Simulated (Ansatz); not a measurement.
# Cd under changes of volume

One of the cells (21.585 Å³/atom); the others are scaled copies at fixed shape and fractional positions:

```xyz
2
Lattice="2.9789 0.0000 0.0000 -1.4894 2.5798 0.0000 0.0000 0.0000 5.6177" Properties=species:S:1:pos:R:3 pbc="T T T"
Cd    1.4894    0.8599    4.2132
Cd    0.0000    1.7199    1.4044
```

| Item | Value |
| --- | --- |
| Program | Ansatz 0.2.0 |
| Functional | PBE |
| Potentials or basis | all-electron LAPW, scalar-relativistic |
| Cutoff | 241 eV (chosen from the basis error) |
| Basis error allowed | 0.0005 eV/atom |
| k mesh | 10 × 10 × 5 |
| Occupations | fermi-dirac, width 0.05 eV |
| Spin | no spin polarisation |

```csv
volume (Å³/atom),energy over the lowest point (meV/atom),pressure (GPa)
20.290,50.39,7.4
20.722,32.68,5.7
21.154,19.33,4.2
21.585,9.82,2.9
22.017,?,?
22.449,0.54,0.7
22.880,0.00,-0.2
```

Problem. What does the run at 22.017 Å³/atom give?

Solution. Energy over the lowest point 3.69 meV/atom; pressure 1.7 GPa.

Worked out: A Birch-Murnaghan fit of order 3 (a polynomial in V^(-2/3)) to the other rows has its minimum at 22.76 Å³/atom with B0 = V·E''(V) = 47 GPa and B' = 5.7 at fixed shape and positions, which overstates the stiffness. It gives 3.69 meV/atom at 22.017 Å³/atom, against the run's 3.69, and -dE/dV = 1.7 GPa, against 1.7.

Energies are extrapolated to zero smearing.
